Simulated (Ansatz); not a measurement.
Crystal: SnTe.

```
Te Sn
1.0
     0.00000    3.15085    3.15085
     3.15085    0.00000    3.15085
     3.15085    3.15085    0.00000
Te Sn
1 1
Direct
  0.50000 0.50000 0.50000
  0.00000 0.00000 0.00000
```

Below is the output of Ansatz 0.2.0 for this cell. Logs are shortened: lines on timing, memory, paths and dates and some standing lists are left out, and cuts for length are marked.

```text
Warning: RAYON_NUM_THREADS=2 ignored (pool sized by the plan → 2); use --threads N
scf.n_extra_bands = 6 over 30 filled bands (N_el = 30.0): the run solves 36 bands
Engine: ansatz 0.2.0, aarch64-unknown-linux-gnu
Pseudopotentials: kind: paw_fr
Pseudopotential: Te, paw_fr, valence charge 16, recommended cutoff 500 eV (meta_gga), Te.paw.azcp#standard-fr
Pseudopotential: Sn, paw_fr, valence charge 14, recommended cutoff 500 eV (meta_gga), Sn.paw.azcp#standard-fr
Functional definition: r2SCAN
  parameter k0 = 0.174
  parameter k1 = 0.065
  parameter a1 = 4.9479
  exchange = r2scan_x(k0 = k0, k1 = k1, a1 = a1)
  correlation = r2scan_c
non-collinear run that drives no moment, with spin-orbit: no starting moment large enough to seed its density (crystal.atoms[].spin), no starting occupations that ask for one, no magnetisation constraint and no magnetic field, so the semilocal B_xc is pinned to zero
Crystal: 2 atoms, lattice volume = 62.562 Å³
Basis set: ecut = 500 eV, 1639 PW (Γ), exchange–correlation on 144×144×144 points (64 copies of the dense FFT grid, shifted against one another)
Bands: 36, of which v1, the nominal top of the filled ones, is band 30 counted from 1 (29 counted from 0)
Symmetry: 48 space group operations + 48 with time reversal
Magnetic group: BNS 225.117 (UNI 1619), of the structure as read, at distance tolerance 4.0e-5 Å
k-points: 20 of 343
Projection manifold: j_resolved (fully-relativistic pseudo-atomic orbitals)
Non-local potential: Te, projectors of the file, l = 0: 2, l = 1: 4, l = 2: 4, l = 3: 4
Non-local potential: Sn, projectors of the file, l = 0: 2, l = 1: 4, l = 2: 4, l = 3: 4
PAW form: soft (Blöchl's): semilocal exchange-correlation on the pseudo side does not see the compensation charge
PAW frozen core: Te, regenerated for the run's functional (the file was generated under x = pbe(κ = 0.804, μ = 0.2195149727645171), c = pbe(β = 0.06672455060314922))
[... 22 lines left out ...]
  site 1: m = (+0.0000, +0.0000, +0.0000) μB, |m| = 0.0000 μB  (R = 1.30 Å)
Free energy (F): -13012.363654 eV
Harris-Foulkes:  -13012.363654 eV  (|F-HF|=7.63e-9)
Internal energy: -13012.363054 eV  (E = F + TS)
E sigma→0 (E₀):  -13012.363354 eV
Entropy (-TS):   -0.000600 eV (-0.300 meV/atom)
Fermi energy:    9.707024 eV
--- Per-component energies (eV) ---
  E_band       = -374.766202
  E_kinetic    = 366.034009
  E_local      = -2153.341502  (includes V_loc(G=0)·N_el)
  E_nonlocal   = -342.936737
  E_hartree    = 1354.778563
  E_xc         = -491.405942
  E_vxc        = -217.433302  (∫ρ·V_xc dr)
  E_paw        = -8821.044371  (= ΣΔE_a)
  E_vpaw       = -750.065316  (= ΣTr[D̂ρ^β])
  E_aug_tail   = -0.000035  (compensation charges beyond the density's cutoff)
  E_vtau       = 13.418641  (kinetic-family band-sum trace: ∫τ·v_τ [+ j·A + Jᵃ·Aᵃ] dr)
  E_ewald      = -2925.490525
  E_core_change = 1.043485  (= ΣΔE_core)
  E_smearing   = -0.000600  (= −TS)
  E_closure    = -0.000000  (closes the sum)
  Σ components = -13012.363654   (vs F -13012.363654, Δ=0.00e0)
--- Forces (eV/Å), atoms counted from 1 ---
  atom   1  Te     0.00000000    -0.00000000     0.00000000
  atom   2  Sn     0.00000000    -0.00000000     0.00000000
  max |Σ_I F_I| component: 6.63e-29 eV/Å
--- Stress (GPa, compression-positive) ---
        1.472871       0.000000      -0.000000
        0.000000       1.472871       0.000000
        0.000000      -0.000000       1.472871
  P = ⅓ Tr σ = 1.4729 GPa (14.729 kbar)
--- Band table (eV; the first three rows and the last of 20) ---
  k-point 0: bands = ["-29.2230", "-29.2230", "-29.2230", "-29.2230", "-27.7594", "-27.7594", "-27.7594", "-27.7594", "-27.7555", "-27.7555", "-13.6776", "-13.6776", "-13.6776", "-13.6776", "-12.6395", "-12.6395", "-12.6395", "-12.6395", "-12.6360", "-12.6360", "-3.7515", "-3.7515", "5.0245", "5.0245", "6.6854", "6.6854", "7.5113", "7.5113", "7.5113", "7.5113", "12.6049", "12.6049", "13.4405", "13.4405", "13.4405", "13.4405"]
  k-point 1: bands = ["-29.2230", "-29.2230", "-29.2229", "-29.2229", "-27.7594", "-27.7594", "-27.7592", "-27.7592", "-27.7554", "-27.7554", "-13.6779", "-13.6779", "-13.6771", "-13.6771", "-12.6406", "-12.6406", "-12.6391", "-12.6391", "-12.6352", "-12.6352", "-3.5706", "-3.5706", "3.9641", "3.9641", "6.9016", "6.9016", "7.5440", "7.5440", "8.1180", "8.1180", "11.8540", "11.8540", "12.4995", "12.4995", "12.5712", "12.5712"]
  k-point 2: bands = ["-29.2229", "-29.2229", "-29.2226", "-29.2226", "-27.7593", "-27.7593", "-27.7588", "-27.7588", "-27.7551", "-27.7551", "-13.6787", "-13.6787", "-13.6762", "-13.6762", "-12.6433", "-12.6433", "-12.6381", "-12.6381", "-12.6331", "-12.6331", "-3.0741", "-3.0741", "2.3434", "2.3434", "7.0823", "7.0823", "7.6635", "7.6635", "8.9495", "8.9495", "10.6656", "10.6656", "11.1699", "11.1699", "11.3007", "11.3007"]
  k-point 19: bands = ["-29.2226", "-29.2226", "-29.2225", "-29.2225", "-27.7591", "-27.7591", "-27.7588", "-27.7588", "-27.7546", "-27.7546", "-13.6784", "-13.6784", "-13.6762", "-13.6762", "-12.6457", "-12.6457", "-12.6390", "-12.6390", "-12.6294", "-12.6294", "-2.0037", "-2.0037", "1.8539", "1.8539", "4.3719", "4.3719", "5.1384", "5.1384", "8.3046", "8.3046", "10.9063", "10.9063", "14.0354", "14.0354", "15.0172", "15.0172"]
```

**Question.** What input gives this log?

**Answer.** Band structure with r2SCAN, spin-orbit coupling, no magnetisation. The files as run (others can give the same):

input.yaml
```yaml
crystal:
  lattice:
    - [0.0, 3.15085, 3.15085]
    - [3.15085, 0.0, 3.15085]
    - [3.15085, 3.15085, 0.0]
  atoms:
    - { symbol: Te, position: [0.5, 0.5, 0.5] }
    - { symbol: Sn, position: [0.0, 0.0, 0.0] }
hamiltonian:
  xc: r2scan
  pseudopotentials: { kind: paw_fr }
magnetization:
  noncollinear: true
  spin_orbit: true
kpoints:
  mp_grid: { grid: [7, 7, 7] }
  band_path:
    path:
      - [[0.0, 0.0, 0.0], [0.5, 0.0, 0.5], [0.5, 0.25, 0.75], [0.375, 0.375, 0.75], [0.0, 0.0, 0.0], [0.5, 0.5, 0.5], [0.625, 0.25, 0.625], [0.5, 0.25, 0.75], [0.5, 0.5, 0.5], [0.375, 0.375, 0.75]]
      - [[0.625, 0.25, 0.625], [0.5, 0.0, 0.5]]
    npoints: 14
scf:
  occupations: { method: fermi_dirac, width: 0.05 }
  n_extra_bands: 6
output:
  forces: true
  stress: true
  eigenvalues: true
  fatbands: false
```

Potentials or basis: Ansatz PAW.
Command:
```sh
$ ansatz run input.yaml --threads 2 --pin off --max-ram 5120MiB --backend cpu --events-out ev --progress --plain --runs-dir out
```

Caveat: this odd mesh misses L, where the gap lies, so gap, dielectric constants and Born charges aren't listed; the PAW data sets come from PBE, with cores solved anew for the run's functional, which leaves a small shift of forces and pressure.
